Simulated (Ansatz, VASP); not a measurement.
**WS2: VASP beside Ansatz**

```
CELL_PARAMETERS angstrom
3.18312 0.00000 0.00000
-1.59156 2.75666 0.00000
0.00000 0.00000 35.18056
ATOMIC_POSITIONS crystal
W 0.66667 0.33333 0.40768
W 0.66667 0.33333 0.77660
W 0.33333 0.66667 0.22340
W 0.33333 0.66667 0.59232
S 0.66667 0.33333 0.17885
S 0.66667 0.33333 0.54798
S 0.33333 0.66667 0.36338
S 0.33333 0.66667 0.73226
S 0.66667 0.33333 0.26774
S 0.66667 0.33333 0.63662
S 0.33333 0.66667 0.45202
S 0.33333 0.66667 0.82115
```

Alike in both runs: task single point; functional PBE; dispersion D3(BJ); k mesh 6 × 6 × 1; occupations gaussian, width 0.1 eV; no spin polarisation.

|  | VASP | Ansatz |
| --- | --- | --- |
| version | VASP 6.6.1 | Ansatz 0.2.0 |
| potentials or method | VASP PAW PBE potentials, release 64 (W_sv, S) | scalar-relativistic, plane waves, PAW |
| plane-wave cutoff (eV) | 520 | 420 |
| valence electrons in the cell | 104 | 104 |

VASP gave:

- gap on the k mesh at the Fermi level (eV): 1.34
- least direct gap on the mesh (eV): 1.75
- rms of the force components (eV/Å): 0.093

Task: Which values does Ansatz return?

Result: gap on the k mesh at the Fermi level (eV): 1.32; least direct gap on the mesh (eV): 1.75; rms of the force components (eV/Å): 0.092.

Atom by atom the forces differ by 0.001 eV/Å (rms over components).

Caveats: spin-orbit coupling is left out, which moves the levels of the heavy elements.
